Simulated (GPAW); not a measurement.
# Collinear magnetic orders of Fe2 Ta2 Fe2 001 with GPAW

A self-consistent run ends on one state, which hangs on the start. Several orders of Fe2 Ta2 Fe2 001 are started in GPAW and their energies compared.

Program: GPAW 26.7.0. Level of theory: PBE; plane waves with GPAW's PAW setups, scalar-relativistic. Results are calculated unless marked as measured.

### Step 1. Starting point

The cell holds 6 atoms: 4 Fe and 2 Ta. Its edges and angles: a = 3.303 Å, b = 3.303 Å, c = 18.545 Å, α = 90.0°, β = 90.0°, γ = 90.0°. ideal sites on the substrate's mesh, layer spacings from atomic volumes, unrelaxed, 12 A of vacuum. Vacuum lies along c.

### Step 2. Start 1: ferro ++++

The parallel start comes first: it fits the smallest cell, keeps the most symmetry and shows whether parallel moments form.

File order1.py:

```python
import json
import numpy as np
from ase import Atoms
from ase.parallel import paropen, parprint
from gpaw import GPAW

atoms = Atoms(['Fe', 'Fe', 'Ta', 'Ta', 'Fe', 'Fe'],
    cell=[[3.303, 0.0, 0.0],
         [0.0, 3.303, 0.0],
         [0.0, 0.0, 18.544569]],
    scaled_positions=[[0.0, 0.0, 0.323545],
         [0.5, 0.5, 0.381869],
         [0.0, 0.0, 0.455516],
         [0.5, 0.5, 0.544484],
         [0.0, 0.0, 0.618131],
         [0.5, 0.5, 0.676455]],
    pbc=True,
    magmoms=[2.6, 2.6, 0.0, 0.0, 2.6, 2.6])
atoms.calc = GPAW(mode={'name': 'pw', 'ecut': 450},
    xc='PBE',
    kpts={'size': (20, 20, 1), 'gamma': True},
    occupations={'name': 'fermi-dirac', 'width': 0.05},
    convergence={'density': 1e-05, 'energy': 1e-05},
    maxiter=200,
    mixer={'name': 'pulay', 'beta': 0.03, 'nmaxold': 8, 'weight': 100},
    symmetry={'tolerance': 1e-4},
    txt='order1.txt')
e = atoms.get_potential_energy(force_consistent=True)
res = {'free_energy': e, 'energy_sigma0': atoms.get_potential_energy(), 'fermi_energy': atoms.calc.get_fermi_level()}
res['moments'] = atoms.get_magnetic_moments().tolist()
res['total'] = atoms.get_magnetic_moment()
parprint('site moments (muB):', np.round(res['moments'], 3))
parprint(f"total moment: {res['total']:.3f} muB")
parprint(f'free energy: {e:.6f} eV')
atoms.calc.write('order1.gpw')
with paropen('results.json', 'w') as f:
    json.dump(res, f)
```

The run is started by

```bash
$ OMP_NUM_THREADS=1 mpirun -n 4 gpaw python order1.py > order1.log
```

Numbers of over 12 decimals in the logs are rounded to 6 here.

Output:

```text
site moments (muB): [ 2.682  2.089 -0.306 -0.306  2.089  2.682]
total moment: 8.989 muB
free energy: -52.122915 eV

--- order1.txt ---
Input parameters:
  mode=PW(ecut=450),
  convergence={'density': 1e-05, 'energy': 1e-05},
  kpts=MonkhorstPack(size=(20, 20, 1), gamma=True),
  maxiter=200,
  mixer=Pulay(name='pulay', nmaxold=8, beta=0.03, weight=100, sigma=0.015, g_ss=None),
  occupations=Occupations(name='fermi-dirac', width=0.05),
  symmetry=Symmetry(tolerance=0.0001),
  xc=XC(name='PBE')

Diagonalizing LCAO Hamiltonian
Converting LCAO to pw mode
   .-------.
  /|       |
 * |       |
 | |       |
 | |       |
 | |       |
 | |       |
 | |       |
 | |  Fe   |
 | |       |
 | |       |
 Fe|  Ta   |
 | |       |
 | |       |
 | |       |
 Ta|  Fe   |
 | |       |
 | |       |
 Fe|       |
 | |       |
 | |       |
 | |       |
 | |       |
 | .-------.
 |/       /
 *-------*

Atoms  # Å, Bohr magnetons
|   | symbol |        x |        y |         z |    initial magnetic moments |
|---|--------|----------|----------|-----------|-----------------------------|
| 0 |     Fe | 0.000000 | 0.000000 |  6.000003 | ( 0.0000,  0.0000,  2.6000) |
| 1 |     Fe | 1.651500 | 1.651500 |  7.081596 | ( 0.0000,  0.0000,  2.6000) |
| 2 |     Ta | 0.000000 | 0.000000 |  8.447348 | ( 0.0000,  0.0000,  0.0000) |
| 3 |     Ta | 1.651500 | 1.651500 | 10.097221 | ( 0.0000,  0.0000,  0.0000) |
| 4 |     Fe | 0.000000 | 0.000000 | 11.462973 | ( 0.0000,  0.0000,  2.6000) |
| 5 |     Fe | 1.651500 | 1.651500 | 12.544566 | ( 0.0000,  0.0000,  2.6000) |

Unit cell  # Å
| periodic |        x |        y |         z |   lengths |    angles |
|----------|----------|----------|-----------|-----------|-----------|
|      yes | 3.303000 | 0.000000 |  0.000000 |  3.303000 | 90.000000 |
|      yes | 0.000000 | 3.303000 |  0.000000 |  3.303000 | 90.000000 |
|      yes | 0.000000 | 0.000000 | 18.544569 | 18.544569 | 90.000000 |

Number of symmetries: 8

BZ-sampling:
  Number of BZ points: 400
  Number of IBZ points: 66

  Monkhorst-Pack size: [20, 20, 1]
  Monkhorst-Pack shift: [0.025, 0.025, 0.0]

K-points  # in reciprocal-cell coordinates
|     |                                coordinates |     weight |
|-----|--------------------------------------------|------------|
|   0 | ( -0.00000000,  -0.00000000,   0.00000000) | 0.00250000 |
|   1 | (  0.05000000,  -0.00000000,   0.00000000) | 0.01000000 |
|   2 | (  0.05000000,   0.05000000,   0.00000000) | 0.01000000 |
|   3 | (  0.10000000,  -0.00000000,   0.00000000) | 0.01000000 |
|   4 | (  0.10000000,   0.05000000,   0.00000000) | 0.02000000 |
|   5 | (  0.10000000,   0.10000000,   0.00000000) | 0.01000000 |
|   6 | (  0.15000000,  -0.00000000,   0.00000000) | 0.01000000 |
|   7 | (  0.15000000,   0.05000000,   0.00000000) | 0.02000000 |
|   8 | (  0.15000000,   0.10000000,   0.00000000) | 0.02000000 |
|   9 | (  0.15000000,   0.15000000,   0.00000000) | 0.01000000 |
| ... |                                            |            |
|  65 | (  0.50000000,   0.50000000,   0.00000000) | 0.00250000 |

Plane wave coefficients: 4416
Cutoff: 450.000000 eV

Spin-components: 2 (collinear spins)
Bands:           46
Projectors:      36
Spin-degeneracy: 1
Datatype:        complex128

Parallelization:
  kpt:    4
  domain: 1
  band:   1

Density:
  Valence electrons: 58.0
  Components: 2
  Grid points: [18 18 96]
  Charge: 0.0  # |e|

Potential:
  Grid points: [18 18 96]

species:
  Fe:
    name:    Iron
    Z:       26.0
    valence: 8
    core:    18
    charge:  0.0  # [|e|]
    compensation charges:
      type: gauss
      rc: 0.33  # [Å]
      lmax: 2
    cutoffs:
      filter: 2.06  # [Å]
      core: 2.67  # [Å]
    projectors
    | kind |    occ | energy [eV] | rcut [Å] |
    |------|--------|-------------|----------|
    |   4s |  2.000 |      -5.291 |    1.164 |
    |   4p |  0.000 |      -1.326 |    1.058 |
    |   3d |  6.000 |      -7.505 |    1.058 |
    |    s |        |      21.920 |    1.164 |
    |    p |        |      25.885 |    1.058 |
    |    d |        |      19.706 |    1.058 |

    Using partial waves for Fe as LCAO basis

  Ta:
    name:    Tantalum
    Z:       73.0
    valence: 13
    core:    60
    charge:  0.0  # [|e|]
    compensation charges:
      type: gauss
      rc: 0.42  # [Å]
      lmax: 2
    cutoffs:
      filter: 2.36  # [Å]
      core: 3.45  # [Å]
    projectors
    | kind |    occ | energy [eV] | rcut [Å] |
    |------|--------|-------------|----------|
    |   5s |  2.000 |     -72.790 |    1.365 |
    |   6s |  2.000 |      -5.429 |    1.365 |
    |   5p |  6.000 |     -39.427 |    1.349 |
    |   6p |  0.000 |      -1.396 |    1.349 |
    |   5d |  3.000 |      -3.603 |    1.307 |
    |    d |        |      23.609 |    1.307 |

    Using partial waves for Ta as LCAO basis

Reference energy: -986822.701202  # eV

eigensolver:
  PPCG
  Converge bands: occupied
  niter=2

density mixing:
  Pulay-Mixer
  Linear mixing parameters: 0.03
  Old densities: 8
  Fourier metric: weight=100, sigma=0.015

occupation numbers:
  Fermi-Dirac:
    width: 0.0500  # eV

poisson solver:
  ecut: 3600.000000  # eV

xc functional:
  name: PBE with 2 nearest neighbor stencil

convergence criteria:
- Maximum integral of absolute [dens]ity change: 1e-05 electrons / valence electron
- Maximum [total energy] change in last 3 cyles: 1e-05 eV / valence electron
- Maximum integral of absolute [eigenst]ate change: 4e-08 eV^2 / valence electron
maximum number of iterations: 200

SCF iterations
|iter     |      energy | eigst |  dens |  magmom |
|---------|-------------|-------|-------|---------|
|iter:   1|       0s |  -54.043526 | +0.24 |       | +10.4184|
|iter:   2|      13s |  -53.537102 | -1.42 | -0.88 | +10.3771|
|iter:   3|      27s |  -52.925981 | -1.97 | -0.95 | +10.3045|
|iter:   4|      40s |  -52.014931 | -0.69 | -1.02 |  +9.9283|
|iter:   5|      53s |  -51.933918 | -2.07 | -1.16 |  +9.9538|
|iter:   6|      66s |  -51.854487 | -2.30 | -1.19 |  +9.9283|
|iter:   7|      79s |  -52.075184 | -1.75 | -1.27 |  +9.7023|
|iter:   8|      93s |  -51.914633 | -2.18 | -1.30 |  +9.6321|
|iter:   9|     106s |  -51.919289 | -3.26 | -1.46 |  +9.6177|
|iter:  10|     120s |  -51.940474 | -3.21 | -1.47 |  +9.5743|
[... 28 iterations left out ...]
|iter:  39|     475s |  -52.095683c| -7.54c| -4.34 |  +8.9904|
|iter:  40|     481s |  -52.095682c| -8.09c| -4.49 |  +8.9904|
|iter:  41|     487s |  -52.095682c| -8.56c| -4.48 |  +8.9904|
|iter:  42|     493s |  -52.095683c| -8.53c| -4.49 |  +8.9902|
|iter:  43|     499s |  -52.095682c| -8.15c| -4.53 |  +8.9901|
|iter:  44|     504s |  -52.095682c| -8.48c| -4.56 |  +8.9901|
|iter:  45|     510s |  -52.095682c| -8.51c| -4.54 |  +8.9900|
|iter:  46|     516s |  -52.095682c| -8.44c| -4.58 |  +8.9899|
|iter:  47|     522s |  -52.095683c| -7.92c| -4.65 |  +8.9894|
|iter:  48|     527s |  -52.095683c| -8.34c| -5.10c|  +8.9894|

Converged in 48 steps
Energy contributions relative to reference atoms: (reference = -986822.701202)

Energy contributions:
  Kinetic:          46.666389
  Coulomb:         -43.814212
  Zero:             -0.006793
  External:          0.000000
  Xc:              -54.913835
  Entropy:          -0.054464
  Spinorbit:         0.000000
  ----------------------------
  Free energy:     -52.122915
  Extrapolated:    -52.095683

dipole moment: (-27.960689, -27.960689, -0.000390)  # |e|*Ang

Total magnetic moment: (0.000000, 0.000000, 8.989404)

Local magnetic moments
|        x |        y |         z |
|----------|----------|-----------|
| 0.000000 | 0.000000 |  2.682489 |  # Fe   0
| 0.000000 | 0.000000 |  2.088778 |  # Fe   1
| 0.000000 | 0.000000 | -0.306291 |  # Ta   2
| 0.000000 | 0.000000 | -0.306291 |  # Ta   3
| 0.000000 | 0.000000 |  2.088778 |  # Fe   4
| 0.000000 | 0.000000 |  2.682489 |  # Fe   5

Fermi level: 2.303
Eigenvalues  # (at kpt = [-0.000, -0.000, 0.000])
| band index |      eig [eV] | occ [0-1] |      eig [eV] | occ [0-1] |
|------------|---------------|-----------|---------------|-----------|
|          0 |       -65.023 |     1.000 |       -65.153 |     1.000 |
|        ... |               |           |               |           |
|         20 |        -0.158 |     1.000 |         1.899 |     1.000 |
|         21 |        -0.109 |     1.000 |         2.067 |     0.991 |
|         22 |        -0.109 |     1.000 |         2.067 |     0.991 |
|         23 |         0.457 |     1.000 |         2.312 |     0.454 |
|         24 |         0.471 |     1.000 |         2.312 |     0.454 |
|         25 |         0.500 |     1.000 |         2.325 |     0.389 |
|         26 |         0.619 |     1.000 |         2.450 |     0.050 |
|         27 |         0.619 |     1.000 |         2.468 |     0.035 |
|         28 |         0.720 |     1.000 |         2.468 |     0.035 |
|         29 |         0.720 |     1.000 |         2.872 |     0.000 |
|         30 |         1.282 |     1.000 |         3.335 |     0.000 |
|         31 |         1.499 |     1.000 |         3.681 |     0.000 |
|         32 |         1.570 |     1.000 |         3.777 |     0.000 |
|         33 |         3.227 |     0.000 |         3.777 |     0.000 |
|         34 |         3.227 |     0.000 |         3.805 |     0.000 |
|         35 |         3.406 |     0.000 |         4.423 |     0.000 |
|        ... |               |           |               |           |
|         45 |         8.622 |     0.000 |         8.844 |     0.000 |

No gap
No difference between direct/indirect transitions
```

The job ended after 9.2 min (4 MPI ranks of Intel Xeon Platinum 8259CL at 2.50GHz (Skylake/Cascade Lake), shared host; peak memory 1.4 GiB).

Spin moment in the augmentation sphere by atom:

```tsv
atom	spin moment in the augmentation sphere (μB)
Fe1	2.68
Fe2	2.09
Ta3	-0.31
Ta4	-0.31
Fe5	2.09
Fe6	2.68
```

Numbers from this step:

```yaml
magnetization: 8.989 μB
final_state: ferromagnetic
```

After 48 cycles the largest moment stands at 2.68 μB.

### Step 3. Order 2, typed as antiferro ++--

Reversing part of the moments tests the sign of the couplings between them.

order2.py is the script of step 2 with these lines changed:

```diff
@@ -17,3 +17,3 @@
     pbc=True,
-    magmoms=[2.6, 2.6, 0.0, 0.0, 2.6, 2.6])
+    magmoms=[2.6, 2.6, 0.0, 0.0, -2.6, -2.6])
 atoms.calc = GPAW(mode={'name': 'pw', 'ecut': 450},
@@ -26,3 +26,3 @@
     symmetry={'tolerance': 1e-4},
-    txt='order1.txt')
+    txt='order2.txt')
 e = atoms.get_potential_energy(force_consistent=True)
@@ -34,3 +34,3 @@
 parprint(f'free energy: {e:.6f} eV')
-atoms.calc.write('order1.gpw')
+atoms.calc.write('order2.gpw')
 with paropen('results.json', 'w') as f:
```

The run is started by

```bash
$ OMP_NUM_THREADS=1 mpirun -n 4 gpaw python order2.py > order2.log
```

Output:

```text
site moments (muB): [ 2.674  2.08  -0.31   0.31  -2.08  -2.674]
total moment: 0.000 muB
free energy: -52.064486 eV

--- order2.txt ---
Input parameters:
  mode=PW(ecut=450),
  convergence={'density': 1e-05, 'energy': 1e-05},
  kpts=MonkhorstPack(size=(20, 20, 1), gamma=True),
  maxiter=200,
  mixer=Pulay(name='pulay', nmaxold=8, beta=0.03, weight=100, sigma=0.015, g_ss=None),
  occupations=Occupations(name='fermi-dirac', width=0.05),
  symmetry=Symmetry(tolerance=0.0001),
  xc=XC(name='PBE')

Diagonalizing LCAO Hamiltonian
Converting LCAO to pw mode
   .-------.
  /|       |
 * |       |
 | |       |
 | |       |
 | |       |
 | |       |
 | |       |
 | |  Fe   |
 | |       |
 | |       |
 Fe|  Ta   |
 | |       |
 | |       |
 | |       |
 Ta|  Fe   |
 | |       |
 | |       |
 Fe|       |
 | |       |
 | |       |
 | |       |
 | |       |
 | .-------.
 |/       /
 *-------*

Atoms  # Å, Bohr magnetons
|   | symbol |        x |        y |         z |    initial magnetic moments |
|---|--------|----------|----------|-----------|-----------------------------|
| 0 |     Fe | 0.000000 | 0.000000 |  6.000003 | ( 0.0000,  0.0000,  2.6000) |
| 1 |     Fe | 1.651500 | 1.651500 |  7.081596 | ( 0.0000,  0.0000,  2.6000) |
| 2 |     Ta | 0.000000 | 0.000000 |  8.447348 | ( 0.0000,  0.0000,  0.0000) |
| 3 |     Ta | 1.651500 | 1.651500 | 10.097221 | ( 0.0000,  0.0000,  0.0000) |
| 4 |     Fe | 0.000000 | 0.000000 | 11.462973 | ( 0.0000,  0.0000, -2.6000) |
| 5 |     Fe | 1.651500 | 1.651500 | 12.544566 | ( 0.0000,  0.0000, -2.6000) |

Unit cell  # Å
| periodic |        x |        y |         z |   lengths |    angles |
|----------|----------|----------|-----------|-----------|-----------|
|      yes | 3.303000 | 0.000000 |  0.000000 |  3.303000 | 90.000000 |
|      yes | 0.000000 | 3.303000 |  0.000000 |  3.303000 | 90.000000 |
|      yes | 0.000000 | 0.000000 | 18.544569 | 18.544569 | 90.000000 |

Number of symmetries: 8

BZ-sampling:
  Number of BZ points: 400
  Number of IBZ points: 66

  Monkhorst-Pack size: [20, 20, 1]
  Monkhorst-Pack shift: [0.025, 0.025, 0.0]

Plane wave coefficients: 4416
Cutoff: 450.000000 eV

Spin-components: 2 (collinear spins)
Bands:           39
Projectors:      36
Spin-degeneracy: 1
Datatype:        complex128

Parallelization:
  kpt:    4
  domain: 1
  band:   1

Density:
  Valence electrons: 58.0
  Components: 2
  Grid points: [18 18 96]
  Charge: 0.0  # |e|

Potential:
  Grid points: [18 18 96]

[... setups left out ...]
Reference energy: -986822.701202  # eV

eigensolver:
  PPCG
  Converge bands: occupied
  niter=2

density mixing:
  Pulay-Mixer
  Linear mixing parameters: 0.03
  Old densities: 8
  Fourier metric: weight=100, sigma=0.015

occupation numbers:
  Fermi-Dirac:
    width: 0.0500  # eV

poisson solver:
  ecut: 3600.000000  # eV

xc functional:
  name: PBE with 2 nearest neighbor stencil

convergence criteria:
- Maximum integral of absolute [dens]ity change: 1e-05 electrons / valence electron
- Maximum [total energy] change in last 3 cyles: 1e-05 eV / valence electron
- Maximum integral of absolute [eigenst]ate change: 4e-08 eV^2 / valence electron
maximum number of iterations: 200

SCF iterations
|iter     |      energy | eigst |  dens |  magmom |
|---------|-------------|-------|-------|---------|
|iter:   1|       0s |  -53.917071 | +0.25 |       |  +0.0000|
|iter:   2|      11s |  -53.402549 | -1.31 | -0.88 |  -0.0000|
|iter:   3|      21s |  -52.790678 | -1.68 | -0.95 |  +0.0000|
|iter:   4|      31s |  -51.848653 | -0.62 | -1.02 |  +0.0000|
|iter:   5|      42s |  -51.991963 | -1.62 | -1.18 |  +0.0000|
|iter:   6|      52s |  -51.846960 | -1.72 | -1.14 |  -0.0000|
|iter:   7|      62s |  -51.826046 | -2.87 | -1.29 |  -0.0000|
|iter:   8|      72s |  -51.982780 | -1.60 | -1.29 |  -0.0000|
|iter:   9|      82s |  -51.823974 | -1.74 | -1.39 |  +0.0000|
|iter:  10|      92s |  -51.859883 | -2.74 | -1.46 |  -0.0000|
[... 30 iterations left out ...]
|iter:  41|     388s |  -52.037190c| -7.67c| -4.19 |  -0.0000|
|iter:  42|     393s |  -52.037189c| -7.79c| -4.26 |  -0.0000|
|iter:  43|     403s |  -52.037187c| -7.44c| -4.30 |  +0.0000|
|iter:  44|     409s |  -52.037185c| -7.79c| -4.47 |  -0.0000|
|iter:  45|     413s |  -52.037184c| -7.96c| -4.56 |  +0.0000|
|iter:  46|     418s |  -52.037185c| -7.65c| -4.55 |  +0.0000|
|iter:  47|     423s |  -52.037186c| -7.94c| -4.73 |  +0.0000|
|iter:  48|     428s |  -52.037186c| -7.95c| -4.93 |  +0.0000|
|iter:  49|     433s |  -52.037186c| -8.56c| -4.97 |  +0.0000|
|iter:  50|     438s |  -52.037187c| -8.54c| -5.01c|  +0.0000|

Converged in 50 steps
Energy contributions relative to reference atoms: (reference = -986822.701202)

Energy contributions:
  Kinetic:          46.465485
  Coulomb:         -43.627666
  Zero:             -0.009598
  External:          0.000000
  Xc:              -54.838109
  Entropy:          -0.054599
  Spinorbit:         0.000000
  ----------------------------
  Free energy:     -52.064486
  Extrapolated:    -52.037187

dipole moment: (-27.965626, -27.965626, -0.000390)  # |e|*Ang

Total magnetic moment: (0.000000, 0.000000, 0.000000)

Local magnetic moments
|        x |        y |         z |
|----------|----------|-----------|
| 0.000000 | 0.000000 |  2.673717 |  # Fe   0
| 0.000000 | 0.000000 |  2.080077 |  # Fe   1
| 0.000000 | 0.000000 | -0.310473 |  # Ta   2
| 0.000000 | 0.000000 |  0.310473 |  # Ta   3
| 0.000000 | 0.000000 | -2.080077 |  # Fe   4
| 0.000000 | 0.000000 | -2.673717 |  # Fe   5

Fermi level: 2.314
Eigenvalues  # (at kpt = [-0.000, -0.000, 0.000])
| band index |      eig [eV] | occ [0-1] |      eig [eV] | occ [0-1] |
|------------|---------------|-----------|---------------|-----------|
|          0 |       -65.157 |     1.000 |       -65.157 |     1.000 |
|        ... |               |           |               |           |
|         22 |         0.718 |     1.000 |         0.718 |     1.000 |
|         23 |         1.341 |     1.000 |         1.341 |     1.000 |
|         24 |         1.354 |     1.000 |         1.354 |     1.000 |
|         25 |         1.536 |     1.000 |         1.536 |     1.000 |
|         26 |         2.033 |     0.996 |         2.033 |     0.996 |
|         27 |         2.033 |     0.996 |         2.033 |     0.996 |
|         28 |         2.207 |     0.895 |         2.207 |     0.895 |
|         29 |         2.207 |     0.895 |         2.207 |     0.895 |
|         30 |         2.391 |     0.178 |         2.391 |     0.178 |
|         31 |         3.180 |     0.000 |         3.180 |     0.000 |
|         32 |         3.461 |     0.000 |         3.461 |     0.000 |
|         33 |         3.493 |     0.000 |         3.493 |     0.000 |
|         34 |         3.493 |     0.000 |         3.493 |     0.000 |
|         35 |         3.510 |     0.000 |         3.510 |     0.000 |
|         36 |         4.497 |     0.000 |         4.497 |     0.000 |
|         37 |         4.501 |     0.000 |         4.501 |     0.000 |
|         38 |         4.534 |     0.000 |         4.534 |     0.000 |

No gap
No difference between direct/indirect transitions
```

Wall time 7.6 min (4 MPI ranks); peak memory 1.3 GiB; 31 min of CPU time.

Spin moment in the augmentation sphere by atom:

```tsv
atom	spin moment in the augmentation sphere (μB)
Fe1	2.67
Fe2	2.08
Ta3	-0.31
Ta4	0.31
Fe5	-2.08
Fe6	-2.67
```

Numbers from this step:

```yaml
magnetization: 0 μB
final_state: antiferromagnetic
```

It lies 14.6 meV a seeded atom over the first start, and its largest moment is 2.67 μB against 2.68 μB.

### Step 4. The states side by side

These are free energies at a smearing of 0.05 eV, so its entropy term is in the differences. They are divided by the number of seeded atoms, so that cells of unlike size compare.

Orders:

```tsv
start	final state	typed order kept	energy over the lowest (meV a seeded atom)	largest site moment (μB)	net moment (μB a primitive cell)	mesh matched	CPU time (s)
ferro ++++	ferromagnetic	yes	0	2.682	8.989	yes	2201
antiferro ++--	antiferromagnetic	yes	14.61	2.674	0	yes	1833
```

### Step 5. Results

* lowest state found: ferromagnetic (typed ferro ++++)
* largest site moment: 2.68 μB
* next state: antiferromagnetic, 14.6 meV a seeded atom higher

**Reading.** The lowest state found is ferromagnetic, reached from the start ferro ++++, with moments up to 2.68 μB. The next state costs 15 meV a seeded atom. This is the lowest of 2 finished starts, no proof of the ground state.

[Logs and program files are shortened in this print: banners, set-up blocks, solver, clock and traceback lines can be left out without a mark of their own.]

[Logs are printed without paths, hosts, clocks, repeated set-up lines and the standing remarks that a program may print on its own settings, such as how far it seeks lower states.]

[Hosts, paths, dates, database ids (printed as entryN), source tags and the programs' standing remarks are cut or masked in the printed files.]

[Where a cell is said to come from a database of computed structures, the database is the Materials Project.]
